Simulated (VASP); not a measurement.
Write the native input for VASP 6.6.1 that does the following.

```yaml
Task: single point
Functional: r2SCAN
Dispersion: rVV10
Potentials_or_basis: VASP PAW PBE potentials, release 64 (C, O, H)
Cutoff: 400 eV
k_mesh: 1 × 1 × 1
Occupations: gaussian, width 0.01 eV
Spin: no spin polarisation
Further_INCAR_settings: ALGO = Normal; EDIFF = 1e-07; ISYM = 0
```

The structure of COH4 lies in POSCAR:

```
H4CO                                    
1.0
   12.6210574607      0.0000000000      0.0000000000
    0.0000000000     13.1210574607      0.0000000000
    0.0000000000      0.0000000000     13.6210574607
  C               O               H             
     1     1     4
Selective dynamics
Direct
     0.5262420378000030    0.4967749730000008    0.4914515007999967   F   F   F
     0.4128769277311963    0.4984969796796579    0.4927466630877602   T   T   T
     0.5497473699347863    0.4473510377244118    0.4301747011548663   T   T   T
     0.5602413191462704    0.5732598124107456    0.4790777591925320   T   T   T
     0.5595304304556354    0.4649720667384932    0.5598929078157868   T   T   T
     0.3903845693058945    0.5420150726232672    0.5466618284244251   T   T   T
```

One way to write it, as run:

INCAR

```
  PREC = Accurate
  ENCUT = 400
  EDIFF = 1E-7
  ISMEAR = 0
  SIGMA = 0.01
  LREAL = F
  LASPH = T
  NELM = 80
  ALGO = Normal
  ISIF = 2
  LWAVE = F
  LCHARG = F
  METAGGA = R2SCAN
  LMIXTAU = T
  LUSE_VDW = T
  IVDW_NL = 2
  BPARAM = 11.95
  CPARAM = 0.0093
  ISYM = 0
```

KPOINTS

```
Automatic mesh
0
Gamma
  1 1 1
```

Potentials or basis: VASP PAW PBE potentials, release 64 (C, O, H).

Command:

```bash
$ cat potpaw_PBE.64/C/POTCAR potpaw_PBE.64/O/POTCAR potpaw_PBE.64/H/POTCAR > POTCAR
$ mpirun -np 1 vasp_gam > vasp.out
```

Results of the run:

The largest force is 0.403 eV/Å and the gap between the frontier levels is 6.41 eV.

Caveat: the PAW data sets were made with another functional, which shifts forces and pressure a little.

Run time: 26 min on 1 thread of AMD EPYC 9R45 96-Core Processor (Zen 5), with other jobs on the host, peak memory 3.8 GiB.
